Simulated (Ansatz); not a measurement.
# AlN: a line through an energy map

The task here is to estimate one member of a computed series from the others.

Method: DFT PBE, scalar-relativistic, plane waves, PAW, in Ansatz 0.2.0.

39 further runs of the same task are left out: 39 set aside as unsound or not needed.

**The starting structure**

The structure is cubic, space group Fm-3m (No. 225). The conventional cell has a = 4.070 Å, b = 4.070 Å, c = 4.070 Å, α = 90.00°, β = 90.00°, γ = 90.00°. Around Al (site symmetry m-3m) lie 6 N at 2.03 Å. N (site symmetry m-3m) is surrounded by 6 Al at 2.03 Å.

Structure file:

```cif
data_structure
_symmetry_space_group_name_H-M 'P 1'
_symmetry_Int_Tables_number 1
_cell_length_a 2.8778
_cell_length_b 2.8778
_cell_length_c 2.8778
_cell_angle_alpha 60.000
_cell_angle_beta 60.000
_cell_angle_gamma 60.000
_cell_volume 16.85
loop_
_atom_site_label
_atom_site_type_symbol
_atom_site_fract_x
_atom_site_fract_y
_atom_site_fract_z
_atom_site_occupancy
Al1 Al 0.50000 0.50000 0.50000 1
N1 N 0.00000 0.00000 0.00000 1
```

It goes back to an entry of the Materials Project, which need not be the stable form.

This cell was relaxed beforehand with the same method: volume 8.43 Å³/atom, gap on the mesh 4.44 eV.

**Plan of the line**

The energy is mapped over volume and the cell's shape.

- volume per atom: 9 values from 7.078 to 9.774 Å³
- length along [111] over the lengths across it, relative to the cubic cell: 9 values from 0.886 to 1.128

Nothing else is relaxed (symmetry fixes all fractional coordinates). Energies count from the relaxed crystal. Points are written as (first, second).

The first run:

Input file input.yaml:

```yaml
crystal:
  lattice:
    - [0.0779080004, 1.9597437579, 1.9597437579]
    - [1.9597437579, 0.0779080004, 1.9597437579]
    - [1.9597437579, 1.9597437579, 0.0779080004]
  atoms:
    - { symbol: Al, position: [0.5, 0.5, 0.5] }
    - { symbol: "N", position: [0.0, 0.0, 0.0] }
basis:
  ecutwfc: 520.0
kpoints:
  mp_grid: { grid: [10, 10, 10] }
hamiltonian:
  xc: pbe
  pseudopotentials: { kind: paw, azcp: { folder: soft_1 } }
scf:
  occupations: { method: gaussian, width: 0.05 }
output:
  forces: true
  stress: true
  eigenvalues: true
```

The run is started by

```bash
$ ansatz run input.yaml --threads 1 --pin off --max-ram 2048MiB --backend cpu --events-out ev --progress --plain --runs-dir out
```

Among the steps run: Point (7.078 Å³, 1.062); The run at (7.415 Å³, 1.062); The run at (8.089 Å³, 1.062); Point (8.426 Å³, 1.062); Point (9.100 Å³, 1.062); The run at (9.774 Å³, 1.062).

One table of the session follows, with a row left open; its other results are not shown here.

| volume per atom (Å³) | energy (meV/atom) | slope (meV/atom per Å³) | pressure (GPa) | band gap on the k-mesh (eV) |
| --- | --- | --- | --- | --- |
| 7.078 | 268 | −388 | 62 | 4.32 |
| 7.415 | 160 | −260 | 42 | 4.31 |
| 7.752 | 90 | −156 | 25 | 4.22 |
| 8.089 | 53 | −72 | 11 | 4.03 |
| 8.426 | 41 | −2 | 0 | 3.79 |
| 8.763 | 50 | 55 | −9 | 3.52 |
| 9.100 | ? | ? | ? | ? |
| 9.437 | 117 | 139 | −22 | 2.97 |
| 9.774 | 169 | 170 | −27 | 2.71 |

Q: Estimate the row for volume per atom (Å³) = 9.100 from the others.

Worked estimate for «energy (meV/atom)». A straight line through the neighbours (8.763, 50) and (9.437, 117) gives 50 + (117 − 50) × (9.100 − 8.763) / (9.437 − 8.763) = 84; a parabola fitted to 4 rows on both sides gives 76.

As computed: energy (meV/atom): 76; slope (meV/atom per Å³): 101; pressure (GPa): −16; band gap on the k-mesh (eV): 3.24. In «energy (meV/atom)» the line misses by +8 and the parabola by +0.

Energies count from the relaxed crystal. Rows without a step come from runs not printed here or follow by symmetry.

In words: The lowest point of the line is at 8.426 Å³, 41 meV/atom from the zero. V·d²E/dV² there is about 250 GPa, a bulk modulus under this line's constraint. The well is lopsided: two grid steps out, the energy rises by 50 meV/atom towards smaller values and 36 meV/atom towards larger ones. The highest point computed, at 7.078 Å³, lies 228 meV/atom above the lowest.
